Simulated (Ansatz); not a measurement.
A run of Ansatz 0.2.0 is set up as follows.

Contents of input.yaml:

```yaml
crystal:
  lattice:
    - [-1.59121869, 1.59121869, 1.59121869]
    - [1.59121869, -1.59121869, 1.59121869]
    - [1.59121869, 1.59121869, -1.59121869]
  atoms:
    - { symbol: Al, position: [0.0, 0.0, 0.0] }
hamiltonian:
  xc: revpbe
  pseudopotentials: { kind: paw }
kpoints:
  mp_grid: { grid: [12, 12, 12] }
scf:
  occupations: { method: fermi_dirac, width: 0.05 }
output:
  forces: true
  stress: true
  eigenvalues: true
relax:
  f_tol: 0.01
  max_steps: 40
  cell: { stress_tol: 0.05 }
```

Potentials or basis: Ansatz PAW.

Run with:

```console
$ ansatz run input.yaml --threads 2 --pin off --max-ram 5632MiB --backend cpu --events-out ev --progress --plain --runs-dir out
```

(1) Estimate the relaxed volume.

(2) What does it give for the space group after relaxing (to 0.05 Å)?

## Answers

(1) 17.18 Å³/atom.

(2) Im-3m (No. 229).

Caveat: the PAW data sets come from PBE, with cores solved anew for the run's functional, which leaves a small shift of forces and pressure.
